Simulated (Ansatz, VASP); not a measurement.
## One calculation of In3O, two programs

INCAR

```
SYSTEM = In3O
PREC = Accurate
ENCUT = 600
EDIFF = 1E-6
ISMEAR = 0
SIGMA = 0.1
LREAL = .False.
LASPH = .True.
NELM = 100
ALGO = Normal
ISIF = 3
LWAVE = .False.
LCHARG = .False.
GGA = PE
IBRION = 2
NSW = 100
EDIFFG = -0.01
```

File KPOINTS:

```
regular mesh
0
Gamma
  12 12 10
  0 0 0
```

POSCAR

```
In3O
1.0
    5.2267381632      0.0000000000      0.0000000000
   -2.6133690816      4.5264880283      0.0000000000
    0.0000000000      0.0000000000      4.3761370944
In O
3 1
Direct
    0.3333333333      0.6666666667      0.0000000000
    0.6666666667      0.3333333333      0.0000000000
    0.0000000000      0.0000000000      0.5000000000
    0.0000000000      0.0000000000      0.0000000000
```

Input for Ansatz:

```yaml
crystal:
  lattice:
    - [5.2267381632, 0.0, 0.0]
    - [-2.6133690816, 4.5264880283, 0.0]
    - [0.0, 0.0, 4.3761370944]
  atoms:
    - { symbol: In, position: [0.3333333333, 0.6666666667, 0.0] }
    - { symbol: In, position: [0.6666666667, 0.3333333333, 0.0] }
    - { symbol: In, position: [0.0, 0.0, 0.5] }
    - { symbol: O, position: [0.0, 0.0, 0.0] }
basis:
  ecutwfc: 420
kpoints:
  mp_grid: { grid: [12, 12, 10] }
hamiltonian:
  xc: pbe
scf:
  occupations: { method: gaussian, width: 0.1 }
output:
  forces: true
  stress: true
  eigenvalues: true
relax:
  adjacent_minimum: "off"
  f_tol: 0.01
  max_steps: 80
  cell: { stress_tol: 0.05 }
```

Alike in both runs: task relaxation of cell and atoms; functional PBE; k mesh 12 × 12 × 10; occupations gaussian, width 0.1 eV; no spin polarisation.

```csv
,VASP,Ansatz
version,VASP 6.6.1,Ansatz 0.2.0
potentials or method,"VASP PAW PBE potentials, release 64 (In_d, O)","scalar-relativistic, plane waves, PAW"
plane-wave cutoff (eV),600,420
valence electrons in the cell,45,45
```

```csv
,VASP,Ansatz,Ansatz less VASP
"gap on the k mesh at the Fermi level, each at its own relaxed structure (eV)",none,none,-
relaxed volume (Å³/atom),26.12,26.17,+0.050
relaxed cell length with the largest relative difference (Å),4.288,4.273,-0.0148
energy change over the relaxation (meV/atom),-3,-4,-0.9
```

A gap of «none» marks a metal or a gap that the smearing closes.

Caveats: an odd number of electrons without spin polarisation forces a metal; a magnetic or distorted state may lie lower.
